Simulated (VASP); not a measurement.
Wanted: the native input for a VASP 6.6.1 run.

```yaml
Task: single point
Functional: PBEsol
Potentials_or_basis: VASP PAW PBE potentials, release 64 (Hf_pv, C)
Cutoff: 520 eV
k_mesh: 24 × 24 × 24
Occupations: gaussian, width 0.1 eV
Spin: no spin polarisation
Further_INCAR_settings: ALGO = Fast; EDIFF = 1e-06
```

The structure of HfC lies in POSCAR:

```
HfC
1.0
    0.0000000000      2.3024500000      2.3024500000
    2.3024500000      0.0000000000      2.3024500000
    2.3024500000      2.3024500000      0.0000000000
Hf C
1 1
Direct
    0.0000000000      0.0000000000      0.0000000000
    0.5000000000      0.5000000000      0.5000000000
```

The cell is a database's computed one.

The input as run:

INCAR

```
PREC = Accurate
ENCUT = 520
EDIFF = 1E-6
ISMEAR = 0
SIGMA = 0.1
LREAL = False
LASPH = True
NELM = 80
ALGO = Fast
ISIF = 2
LWAVE = False
LCHARG = False
GGA = PS
```

KPOINTS

```
Automatic mesh
0
Gamma
  24 24 24
```

Potentials or basis: VASP PAW PBE potentials, release 64 (Hf_pv, C).

Run with:

```bash
$ cat potpaw_PBE.64/Hf_pv/POTCAR potpaw_PBE.64/C/POTCAR > POTCAR
$ mpirun -np 1 vasp_std > vasp.out
```

Results of the run:

```yaml
Pressure: 0.0 GPa
Band_gap_on_the_k_mesh: none (metal or under the smearing width)
```

Caveat: the PAW data sets were made with another functional, which shifts forces and pressure a little.

Wall time 32 s on 1 thread of Intel(R) Xeon(R) 6975P-C (Granite Rapids) (shared host), peak memory 0.24 GiB.
